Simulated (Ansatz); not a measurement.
Relaxed sheet of WS2:

```
CELL_PARAMETERS angstrom
3.15974 0.00000 0.00000
-1.57987 2.73641 0.00000
0.00000 0.00000 32.29053
ATOMIC_POSITIONS crystal
S 0.33333 0.66667 0.45120
W 0.66667 0.33333 0.50001
S 0.33333 0.66667 0.54881
```

The calculation used DFT PBE+D3(BJ), scalar-relativistic, plane waves, PAW in Ansatz 0.2.0. Cutoff 420 eV; k points 12×12×1 on the computed 3-atom cell (Γ-centred); Gaussian smearing, width 0.02 eV; no spin polarisation. The sheet is isolated along c (Coulomb cut-off).

Atoms relax at each strain; stress is positive in compression. Unstrained: gap 1.92 eV, thickness 3.152 Å.

Task: How does it respond to biaxial strain of -4, -2, +2, +4, +7 %?

Result:
| strain (%) | ΔE (meV/cell) | σxx (N/m) | σyy (N/m) | gap | thickness (Å) |
| --- | --- | --- | --- | --- | --- |
| -4 | 170.5 | 8.62 | 8.62 | 1.74 eV | 3.246 |
| -2 | 40.6 | 3.94 | 3.94 | 1.87 eV | 3.198 |
| +2 | 38.2 | -3.38 | -3.38 | 1.52 eV | 3.108 |
| +4 | 146.4 | -6.25 | -6.25 | 1.07 eV | 3.066 |
| +7 | 422.9 | -9.78 | -9.78 | 0.51 eV | 3.010 |

Spin-orbit coupling is left out, which matters for the bands of heavy elements. Gaps are read on the k points sampled, so a band crossing between them can be missed.

The reference crystal is a form of WS2, which isn't its usual structure.